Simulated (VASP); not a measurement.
# GaP (F-43m) in VASP: notebook, part 2 of 2

VASP 6.6.1. Earlier steps stand in the parts before.

## 4. Band structure, r2SCAN

INCAR reads:

```
SYSTEM = GaP
  PREC = Accurate
  ENCUT = 520
  EDIFF = 1E-7
  ISMEAR = 0
  SIGMA = 0.03
  LREAL = .False.
  LASPH = .True.
  NELM = 80
  ALGO = Normal
  ISIF = 2
  LWAVE = .False.
  LCHARG = .False.
  METAGGA = R2SCAN
  LMIXTAU = .True.
  NBANDS = 16
```

KPOINTS reads:

```
Automatic mesh
0
Gamma
  10 10 10
  0 0 0
```

POSCAR reads:

```
GaP                                     
1.0
    0.0000000000      2.7184346441      2.7184346441
    2.7184346441      0.0000000000      2.7184346441
    2.7184346441      2.7184346441      0.0000000000
  Ga              P             
     1     1
Direct
     0.0000000000000000    0.0000000000000000    0.0000000000000000
     0.2500000000000000    0.2500000000000000    0.2500000000000000
```

KPOINTS_OPT reads:

```
explicit points
109
Reciprocal
 0.0000000000  0.0000000000  0.0000000000 1
 0.0555555556  0.0000000000  0.0555555556 1
 0.1111111111  0.0000000000  0.1111111111 1
 0.1666666667  0.0000000000  0.1666666667 1
 0.2222222222  0.0000000000  0.2222222222 1
 0.2777777778  0.0000000000  0.2777777778 1
 0.3333333333  0.0000000000  0.3333333333 1
 0.3888888889  0.0000000000  0.3888888889 1
 0.4444444444  0.0000000000  0.4444444444 1
 0.5000000000  0.0000000000  0.5000000000 1
 0.5000000000  0.0000000000  0.5000000000 1
 0.5000000000  0.0277777778  0.5277777778 1
 0.5000000000  0.0555555556  0.5555555556 1
 0.5000000000  0.0833333333  0.5833333333 1
 0.5000000000  0.1111111111  0.6111111111 1
 0.5000000000  0.1388888889  0.6388888889 1
 0.5000000000  0.1666666667  0.6666666667 1
 0.5000000000  0.1944444444  0.6944444444 1
 0.5000000000  0.2222222222  0.7222222222 1
 0.5000000000  0.2500000000  0.7500000000 1
 0.5000000000  0.2500000000  0.7500000000 1
 0.4861111111  0.2638888889  0.7500000000 1
 0.4722222222  0.2777777778  0.7500000000 1
 0.4583333333  0.2916666667  0.7500000000 1
 0.4444444444  0.3055555556  0.7500000000 1
 0.4305555556  0.3194444444  0.7500000000 1
 0.4166666667  0.3333333333  0.7500000000 1
 0.4027777778  0.3472222222  0.7500000000 1
 0.3888888889  0.3611111111  0.7500000000 1
 0.3750000000  0.3750000000  0.7500000000 1
 0.3750000000  0.3750000000  0.7500000000 1
 0.3333333333  0.3333333333  0.6666666667 1
 0.2916666667  0.2916666667  0.5833333333 1
 0.2500000000  0.2500000000  0.5000000000 1
 0.2083333333  0.2083333333  0.4166666667 1
 0.1666666667  0.1666666667  0.3333333333 1
 0.1250000000  0.1250000000  0.2500000000 1
 0.0833333333  0.0833333333  0.1666666667 1
 0.0416666667  0.0416666667  0.0833333333 1
 0.0000000000  0.0000000000  0.0000000000 1
 0.0000000000  0.0000000000  0.0000000000 1
 0.0555555556  0.0555555556  0.0555555556 1
 0.1111111111  0.1111111111  0.1111111111 1
 0.1666666667  0.1666666667  0.1666666667 1
 0.2222222222  0.2222222222  0.2222222222 1
 0.2777777778  0.2777777778  0.2777777778 1
 0.3333333333  0.3333333333  0.3333333333 1
 0.3888888889  0.3888888889  0.3888888889 1
 0.4444444444  0.4444444444  0.4444444444 1
 0.5000000000  0.5000000000  0.5000000000 1
 0.5000000000  0.5000000000  0.5000000000 1
 0.5138888889  0.4722222222  0.5138888889 1
 0.5277777778  0.4444444444  0.5277777778 1
 0.5416666667  0.4166666667  0.5416666667 1
 0.5555555556  0.3888888889  0.5555555556 1
 0.5694444444  0.3611111111  0.5694444444 1
 0.5833333333  0.3333333333  0.5833333333 1
 0.5972222222  0.3055555556  0.5972222222 1
 0.6111111111  0.2777777778  0.6111111111 1
 0.6250000000  0.2500000000  0.6250000000 1
 0.6250000000  0.2500000000  0.6250000000 1
 0.6111111111  0.2500000000  0.6388888889 1
 0.5972222222  0.2500000000  0.6527777778 1
 0.5833333333  0.2500000000  0.6666666667 1
 0.5694444444  0.2500000000  0.6805555556 1
 0.5555555556  0.2500000000  0.6944444444 1
 0.5416666667  0.2500000000  0.7083333333 1
 0.5277777778  0.2500000000  0.7222222222 1
 0.5138888889  0.2500000000  0.7361111111 1
 0.5000000000  0.2500000000  0.7500000000 1
 0.5000000000  0.2500000000  0.7500000000 1
 0.5000000000  0.2777777778  0.7222222222 1
 0.5000000000  0.3055555556  0.6944444444 1
 0.5000000000  0.3333333333  0.6666666667 1
 0.5000000000  0.3611111111  0.6388888889 1
 0.5000000000  0.3888888889  0.6111111111 1
 0.5000000000  0.4166666667  0.5833333333 1
 0.5000000000  0.4444444444  0.5555555556 1
 0.5000000000  0.4722222222  0.5277777778 1
 0.5000000000  0.5000000000  0.5000000000 1
 0.5000000000  0.5000000000  0.5000000000 1
 0.4861111111  0.4861111111  0.5277777778 1
 0.4722222222  0.4722222222  0.5555555556 1
 0.4583333333  0.4583333333  0.5833333333 1
 0.4444444444  0.4444444444  0.6111111111 1
 0.4305555556  0.4305555556  0.6388888889 1
 0.4166666667  0.4166666667  0.6666666667 1
 0.4027777778  0.4027777778  0.6944444444 1
 0.3888888889  0.3888888889  0.7222222222 1
 0.3750000000  0.3750000000  0.7500000000 1
 0.6250000000  0.2500000000  0.6250000000 1
 0.6111111111  0.2222222222  0.6111111111 1
 0.5972222222  0.1944444444  0.5972222222 1
 0.5833333333  0.1666666667  0.5833333333 1
 0.5694444444  0.1388888889  0.5694444444 1
 0.5555555556  0.1111111111  0.5555555556 1
 0.5416666667  0.0833333333  0.5416666667 1
 0.5277777778  0.0555555556  0.5277777778 1
 0.5138888889  0.0277777778  0.5138888889 1
 0.5000000000  0.0000000000  0.5000000000 1
 0.0000000000  0.0000000000  0.0000000000 1
 0.3750000000  0.3750000000  0.7500000000 1
 0.5000000000  0.5000000000  0.5000000000 1
 0.6250000000  0.2500000000  0.6250000000 1
 0.5000000000  0.2500000000  0.7500000000 1
 0.5000000000  0.0000000000  0.5000000000 1
 0.4000000000  0.0000000000  0.4000000000 1
 0.4250000000  0.0000000000  0.4250000000 1
 0.4500000000  0.0000000000  0.4500000000 1
```

On the command line:

```console
cat potpaw_PBE.64/Ga_d/POTCAR potpaw_PBE.64/P/POTCAR > POTCAR
mpirun -np 1 vasp_std > vasp.out
```

Wall time 2.8 min (1 thread of Intel Xeon Platinum 8559C (Emerald Rapids), shared host); peak memory 0.19 GiB.

It converged, with:

- Free energy: -21.4641 eV
- Pressure: 0.7 GPa
- Band gap on the k mesh: 1.85 eV, indirect (least direct gap 2.41 eV)
- Band gap along the path: 1.84 eV, indirect (least direct gap 2.41 eV)

Levels at the corners of the path, in eV from the valence-band top:
```
point  band 5  band 6  band 7  band 8  band 9  band 10  band 11  band 12  band 13  band 14
    Γ  -14.88  -13.08    0.00    0.00    0.00     2.41     4.19     4.19     4.19     9.50
    X  -14.86   -9.95   -6.99   -2.83   -2.83     1.90     2.10    11.41    11.41    12.08
    X  -14.86   -9.95   -6.99   -2.83   -2.83     1.90     2.10    11.41    11.41    12.08
    W  -14.87   -9.85   -6.77   -3.74   -3.57     5.04     5.34     6.57     6.61    12.47
    W  -14.87   -9.85   -6.77   -3.74   -3.57     5.04     5.34     6.57     6.61    12.47
    K  -14.87   -9.98   -6.77   -4.11   -2.37     2.47     5.21     8.82     8.87    10.02
    K  -14.87   -9.98   -6.77   -4.11   -2.37     2.47     5.21     8.82     8.87    10.02
    Γ  -14.88  -13.08    0.00    0.00    0.00     2.41     4.19     4.19     4.19     9.50
    Γ  -14.88  -13.08    0.00    0.00    0.00     2.41     4.19     4.19     4.19     9.50
    L  -14.88  -10.89   -6.89   -1.18   -1.18     2.06     5.06     5.06     8.85    11.70
    L  -14.88  -10.89   -6.89   -1.18   -1.18     2.06     5.06     5.06     8.85    11.70
    U  -14.87   -9.98   -6.77   -4.11   -2.37     2.47     5.21     8.82     8.87    10.02
    U  -14.87   -9.98   -6.77   -4.11   -2.37     2.47     5.21     8.82     8.87    10.02
    W  -14.87   -9.85   -6.77   -3.74   -3.57     5.04     5.34     6.57     6.61    12.47
    W  -14.87   -9.85   -6.77   -3.74   -3.57     5.04     5.34     6.57     6.61    12.47
    L  -14.88  -10.89   -6.89   -1.18   -1.18     2.06     5.06     5.06     8.85    11.70
    L  -14.88  -10.89   -6.89   -1.18   -1.18     2.06     5.06     5.06     8.85    11.70
    K  -14.87   -9.98   -6.77   -4.11   -2.37     2.47     5.21     8.82     8.87    10.02
    U  -14.87   -9.98   -6.77   -4.11   -2.37     2.47     5.21     8.82     8.87    10.02
    X  -14.86   -9.95   -6.99   -2.83   -2.83     1.90     2.10    11.41    11.41    12.08
```

Caveat: the PAW data sets were made with another functional, which shifts forces and pressure a little.

## 5. Band structure, TB-mBJ

POSCAR is that of step 4.

INCAR.step1 reads:

```
SYSTEM = GaP
  PREC = Accurate
  ENCUT = 520
  EDIFF = 1E-5
  ISMEAR = 0
  SIGMA = 0.03
  LREAL = .False.
  LASPH = .True.
  NELM = 80
  ALGO = Normal
  ISIF = 2
  LWAVE = .True.
  LCHARG = .False.
  NBANDS = 16
  GGA = PE
```

INCAR.step2 reads:

```
SYSTEM = GaP
  PREC = Accurate
  ENCUT = 520
  EDIFF = 1E-7
  ISMEAR = 0
  SIGMA = 0.03
  LREAL = .False.
  LASPH = .True.
  NELM = 80
  ALGO = Normal
  ISIF = 2
  LWAVE = .False.
  LCHARG = .False.
  METAGGA = MBJ
  NBANDS = 16
  ISTART = 1
```

KPOINTS is that of step 4.

KPOINTS_OPT is that of step 4.

Potentials or basis: VASP PAW PBE potentials, release 64 (Ga_d, P).

On the command line:

```console
cat potpaw_PBE.64/Ga_d/POTCAR potpaw_PBE.64/P/POTCAR > POTCAR
cp INCAR.step1 INCAR
mpirun -np 1 vasp_std > vasp.out
cp INCAR.step2 INCAR
mpirun -np 1 vasp_std > vasp.out
```

OUTCAR:

```text
SYSTEM = GaP
   PREC = Accurate
   ENCUT = 520
   EDIFF = 1E-7
   ISMEAR = 0
   LREAL = .False.
   LASPH = .True.
   NELM = 80
   ISIF = 2
   METAGGA = MBJ
   ISTART = 1

 ion  position               nearest neighbor table
   1  0.000  0.000  0.000-   2 2.35   2 2.35   2 2.35   2 2.35
   2  0.250  0.250  0.250-   1 2.35   1 2.35   1 2.35   1 2.35

  LATTYP: Found a face centered cubic cell.
 ALAT       =     5.4368692882

  Lattice vectors:

 A1 = (   0.0000000000,   2.7184346441,   2.7184346441)
[... 627 lines left out ...]
      3     -10.0008      2.00000
      4      -9.9235      2.00000
      5      -9.8859      2.00000
      6      -5.7686      2.00000
[... 8 lines left out ...]
     15      16.8928      0.00000
     16      19.4420      0.00000

 [... further k-points ...]
[... 5 lines left out ...]
  --------------------------------------------------------------------------------------
  -------------------------------------------------------------------------------------
  Total      -93.8040623    -93.8040623    -93.8040623     -0.0000000     -0.0000000      0.0000000
  in kB    -3740.6368183  -3740.6368183  -3740.6368183     -0.0000000     -0.0000000      0.0000000
  external PRESSURE =   -3740.6368183 kB  Pullay stress =       0.0000000 kB

 VOLUME and BASIS-vectors are now :
 -----------------------------------------------------------------------------
  energy-cutoff  :      520.00
  volume of cell :       40.18
      direct lattice vectors                 reciprocal lattice vectors
     0.000000000  2.718434644  2.718434644    -0.183929380  0.183929380  0.183929380
     2.718434644  0.000000000  2.718434644     0.183929380 -0.183929380  0.183929380
     2.718434644  2.718434644  0.000000000     0.183929380  0.183929380 -0.183929380

 POSITION                                       TOTAL-FORCE (eV/Angst)
 -----------------------------------------------------------------------------------
      0.00000      0.00000      0.00000         0.000000      0.000000      0.000000
      1.35922      1.35922      1.35922        -0.000000     -0.000000     -0.000000
 -----------------------------------------------------------------------------------
    total drift:                                0.000080      0.000080      0.000080

  FREE ENERGIE OF THE ION-ELECTRON SYSTEM (eV)
  ---------------------------------------------------
  free  energy   TOTEN  =       131.4918547160 eV

  energy  without entropy=      131.4918547160  energy(sigma->0) =      131.49185472
```

Wall time 81 s (1 thread of Intel Xeon Platinum 8559C (Emerald Rapids), shared host); peak memory 0.2 GiB.

Results:

- Band gap on the k mesh: 2.38 eV, indirect (least direct gap 3.01 eV)
- Band gap along the path: 2.37 eV, indirect (least direct gap 3.01 eV)

Levels at the corners of the path, in eV from the valence-band top:
| point | band 6 | band 7 | band 8 | band 9 | band 10 | band 11 | band 12 | band 13 |
| --- | --- | --- | --- | --- | --- | --- | --- | --- |
| Γ | -12.31 | 0.00 | 0.00 | 0.00 | 3.01 | 4.61 | 4.61 | 4.61 |
| X | -9.41 | -6.38 | -2.55 | -2.55 | 2.41 | 2.64 | 11.75 | 11.75 |
| X | -9.41 | -6.38 | -2.55 | -2.55 | 2.41 | 2.64 | 11.75 | 11.75 |
| W | -9.33 | -6.17 | -3.36 | -3.19 | 5.29 | 5.70 | 6.83 | 6.91 |
| W | -9.33 | -6.17 | -3.36 | -3.19 | 5.29 | 5.70 | 6.83 | 6.91 |
| K | -9.45 | -6.18 | -3.70 | -2.14 | 2.97 | 5.52 | 9.02 | 9.02 |
| K | -9.45 | -6.18 | -3.70 | -2.14 | 2.97 | 5.52 | 9.02 | 9.02 |
| Γ | -12.31 | 0.00 | 0.00 | 0.00 | 3.01 | 4.61 | 4.61 | 4.61 |
| Γ | -12.31 | 0.00 | 0.00 | 0.00 | 3.01 | 4.61 | 4.61 | 4.61 |
| L | -10.28 | -6.29 | -1.06 | -1.06 | 2.61 | 5.40 | 5.40 | 9.24 |
| L | -10.28 | -6.29 | -1.06 | -1.06 | 2.61 | 5.40 | 5.40 | 9.24 |
| U | -9.45 | -6.18 | -3.70 | -2.14 | 2.97 | 5.52 | 9.02 | 9.02 |
| U | -9.45 | -6.18 | -3.70 | -2.14 | 2.97 | 5.52 | 9.02 | 9.02 |
| W | -9.33 | -6.17 | -3.36 | -3.19 | 5.29 | 5.70 | 6.83 | 6.91 |
| W | -9.33 | -6.17 | -3.36 | -3.19 | 5.29 | 5.70 | 6.83 | 6.91 |
| L | -10.28 | -6.29 | -1.06 | -1.06 | 2.61 | 5.40 | 5.40 | 9.24 |
| L | -10.28 | -6.29 | -1.06 | -1.06 | 2.61 | 5.40 | 5.40 | 9.24 |
| K | -9.45 | -6.18 | -3.70 | -2.14 | 2.97 | 5.52 | 9.02 | 9.02 |
| U | -9.45 | -6.18 | -3.70 | -2.14 | 2.97 | 5.52 | 9.02 | 9.02 |
| X | -9.41 | -6.38 | -2.55 | -2.55 | 2.41 | 2.64 | 11.75 | 11.75 |

Caveat: the PAW data sets were made with another functional, which shifts forces and pressure a little.

## 6. The runs side by side

```tsv
level	spin	k mesh	gap on the mesh (eV)	pressure (GPa)
PBEsol	off	10 × 10 × 10	1.47	0.0
PBEsol	SOC, no magnetisation	6 × 6 × 6	-	-0.1
r2SCAN	off	10 × 10 × 10	1.85	0.7
TB-mBJ	off	10 × 10 × 10	2.38	-
```

Alike in all rows: task band structure; potentials or basis VASP PAW PBE potentials, release 64 (Ga_d, P); cell as given; cutoff (eV) 520; smearing gaussian 0.03 eV.

On the cell as given the gap runs from 1.45 eV (PBEsol) to 2.37 eV (TB-mBJ). The pressure there spans -0.1 GPa (PBEsol) to 0.7 GPa (r2SCAN); a positive pressure means that this level wants a larger cell, a negative one a smaller.

Caveats: the PAW data sets were made with another functional, which shifts forces and pressure a little.

Absolute energies hang on the potentials; compare differences alone.

## 7. Against experiment

Step 2. Against the measured gap of GaP, 2.34 eV (indirect; 10 K; quoted in “Stacking defects in GaP nanowires: Electronic structure and optical properties”, 2018, arxiv:1810.01194), the calculated 1.45 eV is off by -0.89 eV. Spin-orbit coupling on Ga is left out. The value is that of PBEsol, without temperature or zero-point motion. Semilocal functionals fall short of measured gaps as a rule.

Step 4. Against the measured gap of GaP, 2.34 eV (indirect; 10 K; quoted in “Stacking defects in GaP nanowires: Electronic structure and optical properties”, 2018, arxiv:1810.01194), the calculated 1.84 eV is off by -0.50 eV. Spin-orbit coupling on Ga is left out. The value is that of r2SCAN, without temperature or zero-point motion.

Step 5. Against the measured gap of GaP, 2.34 eV (indirect; 10 K; quoted in “Stacking defects in GaP nanowires: Electronic structure and optical properties”, 2018, arxiv:1810.01194), the calculated 2.37 eV is off by +0.03 eV. Spin-orbit coupling on Ga is left out. The value is that of TB-mBJ, without temperature or zero-point motion.
